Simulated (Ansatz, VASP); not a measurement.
**Pb in VASP and in Ansatz**

Contents of INCAR:

```
SYSTEM = Pb
  PREC = Accurate
  ENCUT = 600
  EDIFF = 1E-6
  ISMEAR = -1
  SIGMA = 0.05
  LREAL = .FALSE.
  LASPH = .TRUE.
  NELM = 60
  ALGO = Fast
  ISIF = 3
  LWAVE = .FALSE.
  LCHARG = .FALSE.
  IBRION = 2
  NSW = 60
  EDIFFG = -0.005
```

KPOINTS

```
Automatic mesh
0
G
  9 9 9
  0 0 0
```

POSCAR

```
Pb
1.0
    0.0000000000      2.4750200000      2.4750200000
    2.4750200000      0.0000000000      2.4750200000
    2.4750200000      2.4750200000      0.0000000000
Pb
1
Direct
    0.0000000000      0.0000000000      0.0000000000
```

Contents of input.yaml:

```yaml
crystal:
  lattice:
    - [0.0, 2.47502, 2.47502]
    - [2.47502, 0.0, 2.47502]
    - [2.47502, 2.47502, 0.0]
  atoms:
    - { symbol: Pb, position: [0.0, 0.0, 0.0] }
hamiltonian:
  xc: lda
  pseudopotentials: { kind: paw }
kpoints:
  mp_grid: { grid: [9, 9, 9] }
scf:
  occupations: { method: fermi_dirac, width: 0.05 }
output:
  forces: true
  stress: true
  write_density: true
  write_potential: true
  elf: true
  volumetric_format: npy
relax:
  f_tol: 0.01
  max_steps: 40
  cell: { stress_tol: 0.05 }
```

Alike in both runs: task relaxation of cell and atoms; functional LDA; k mesh 9 × 9 × 9; occupations fermi-dirac, width 0.05 eV; no spin polarisation.

|  | VASP | Ansatz |
| --- | --- | --- |
| version | VASP 6.6.1 | Ansatz 0.2.0 |
| potentials or method | VASP PAW LDA potentials, release 64 (Pb_d) | Ansatz PAW |
| plane-wave cutoff (eV) | 600 | 420 |
| valence electrons in the cell | 14 | 14 |

|  | VASP | Ansatz | Ansatz less VASP |
| --- | --- | --- | --- |
| gap on the k mesh at the Fermi level, each at its own relaxed structure (eV) | none | none | - |
| relaxed volume (Å³/atom) | 29.08 | 29.01 | -0.069 |
| relaxed cell length with the largest relative difference (Å) | 3.452 | 3.449 | -0.0027 |
| energy change over the relaxation (meV/atom) | -8 | -9 | -1.1 |

A gap of «none» marks a metal or a gap that the smearing closes.

Caveats: the plane-wave basis is chosen anew once the cell has moved, so the energies of steps on either side of that aren't comparable (Ansatz); the PAW data sets come from PBE, with cores solved anew for the run's functional, which leaves a small shift of forces and pressure (Ansatz). Spin-orbit coupling is left out, which matters for the levels of Pb. Zero-point motion and thermal expansion aren't in these numbers.
